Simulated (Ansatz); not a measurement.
Ge: band structure with PBEsol

The system is Ge.

```xyz
2
Lattice="1.4881 -2.5947 0.0000 1.4881 2.5947 0.0000 0.0000 0.0000 4.7276" Properties=species:S:1:pos:R:3 pbc="T T T"
Ge    1.4881    0.8643    1.1819
Ge    1.4881   -0.8643    3.5457
```

This isn't the form of Ge at room conditions, which is diamond.

```json
{"Program": "Ansatz 0.2.0", "Task": "band structure", "Functional": "PBEsol", "Potentials or basis": "all-electron LAPW, inner shells corrected to Dirac's equation", "Cutoff": "199 eV (chosen from the basis error)", "Basis error allowed": "0.001 eV/atom", "k mesh": "10 × 10 × 6", "Occupations": "fermi-dirac, width 0.05 eV", "Spin": "no spin polarisation"}
```

```json
{
  "Pressure": "0.5 GPa",
  "Band gap along the path": "none (metal or under the smearing width)"
}
```

Stress tensor (GPa, compression positive):
```
-0.37  0.00  0.00
 0.00 -0.15  0.00
 0.00  0.00  2.15
```

Levels at the corners of the path, in eV from the Fermi level:
```csv
point,band 20,band 21,band 22,band 23,band 24,band 25
Γ,-7.46,-5.52,6.62,6.73,8.70,8.81
X,-6.70,-4.05,0.00,0.02,1.00,1.01
S,-7.09,-2.25,-1.25,-0.87,1.44,2.45
R,-6.97,-4.92,-4.92,4.12,4.12,5.09
A,-5.86,-3.62,-3.62,-2.37,-2.37,6.75
Z,-11.68,1.89,1.89,7.76,7.76,7.87
Γ,-7.46,-5.52,6.62,6.73,8.70,8.81
Y,-7.14,-2.29,-1.27,-0.94,1.41,2.61
```

Run time: 18 s on 1 thread of Arm Neoverse V2 (shared host), peak memory 0.39 GiB.
